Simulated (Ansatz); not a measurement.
BeTe (zincblende), relaxed with r2SCAN in Ansatz 0.2.0: the symmetry is F-43m (No. 216, cubic); a = 5.657 Å in the conventional setting, 22.63 Å³ an atom. Be has 4 Te at 2.45 Å; Te has 4 Be at 2.45 Å. It was then strained (epitaxial in the xy plane), atoms relaxed again within the symmetry left. Unstrained, HSE06 gives 2.695 eV (Γ → X, 6×6×6 mesh), and the band edges keep their places in every row. The normal direction was relaxed to zero stress. Only one sign of strain is shown, since it lowers the symmetry, and equivalent edge states can then move with another slope on the other side. Stress is positive in compression. The values are computed, spin-unpolarised, and not measurements.

Axes as in this cell:
```
Be Te
1.0
     0.00000    2.82862    2.82862
     2.82862    0.00000    2.82862
     2.82862    2.82862    0.00000
Be Te
1 1
Direct
  0.00000 0.00000 0.00000
  0.25000 0.25000 0.25000
```

```tsv
strain (%)	ε	ΔE_g, HSE06 (eV)	Δσ_xx, r2SCAN (GPa)
-4.0	-0.0400	-0.453	+5.20
-2.6	-0.0260	-0.286	+3.19
-2.15	-0.0215	-0.234	+2.59
-0.48	-0.0048	-0.051	+0.53
```

Fit ΔE_g = a x + b x² to these rows by least squares, with x = ε.
The normal equations take Σx² = 2.761e-03, Σx³ = -9.162e-05, Σx⁴ = 3.231e-06, ΣxΔE = 3.083e-02 and Σx²ΔE = -1.027e-03, and give a = +10.40 eV, b = -23.1 eV; the largest residual is 0.001 eV.

Fit the change of σ_xx in the same way.
Δσ_xx = -109.1 x + (523) x² GPa. The slope, 109 GPa, is the biaxial modulus of the film.

Predict the withheld row at -1.0 % (x = -0.0100).
ΔE_g ≈ +10.40 × (-0.0100) + (-23.1) × (-0.0100)² = -0.106 eV, and Δσ_xx ≈ +1.14 GPa. The runs give -0.107 eV and +1.15 GPa, off by -0.001 eV and +0.01 GPa.

Spin-orbit coupling is left out, which matters wherever the heavy atoms make up the band edges.

Where an edge lies off the special points, it is a point of the mesh or the k point where a search put PBE's edge or least direct gap, reused for the other functionals, whose own edges may lie a little apart.

The meshes of the hybrids are coarse, so their gaps aren't converged to the digits shown.
